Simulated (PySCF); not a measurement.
# Exact simulation of a proton spin system

Molecule: SMILES c1cn[nH]c1, C$_{3}$H$_{4}$N$_{2}$.

Geometry:
```csv
atom,x (Å),y (Å),z (Å)
C1,0.249,0.471,-0.868
C2,1.202,0.191,0.137
N3,0.653,-0.426,1.174
N4,-0.630,-0.546,0.853
C5,-0.935,-0.028,-0.359
H6,0.400,0.967,-1.823
H7,2.268,0.419,0.143
H8,-1.261,-0.999,1.501
H9,-1.946,-0.050,-0.759
```

Computed data (PySCF): NMR shieldings at PBE/pcSseg-2/GIAO, J couplings at B3LYP/pcJ-1, PBE0-D3(BJ)/def2-SVP geometry. Non-relativistic Hamiltonian, no solvent model, one conformer.

Chemical shifts δ = σref − σ; $^{1}$H against TMS, all at this level.

Shifts (ppm): H6 6.48, H7 7.57, H9 7.38.
Couplings (Hz): H6–H7: 2.0; H6–H9: 2.7; H7–H9: 0.3.

The 3-spin Hamiltonian (Zeeman plus full scalar coupling among like nuclei) was diagonalised exactly; lines are Lorentzian, 0.4 Hz wide, and the maxima above 3 % are listed with the tallest set to 100.

Problem. Give the $^{1}$H peak list of this spin system at 90 MHz.

Solution. 
Hz from δ = 0 (height): 682.4 (94), 682.2 (96), 680.4 (98), 680.2 (99), 665.7 (93), 665.5 (92), 663.0 (100), 662.8 (98), 585.5 (76), 583.5 (78), 582.8 (76), 580.8 (68)

Problem. And at 600 MHz?

Solution. 
δ in ppm (height): 7.572 (99), 7.572 (100), 7.569 (100), 7.568 (100), 7.382 (98), 7.382 (98), 7.378 (100), 7.378 (99), 6.484 (75), 6.481 (80), 6.479 (80), 6.476 (74)

Problem. Among coupled protons with different shifts, which pair is furthest from first order, and how does the field change that?

Solution. H6 and H9: Δν/J is about 30.0 at 90 MHz (close to first order) and 200.0 at 600 MHz (close to first order). J in Hz doesn't depend on the field, while Δν in Hz grows in proportion to it.

OH and NH positions are those of a molecule without intermolecular hydrogen bonds; in solution they move with solvent, concentration and temperature, and exchange usually removes their couplings. Unscaled 3J(H,H) at this level run about 10 % above measured values.
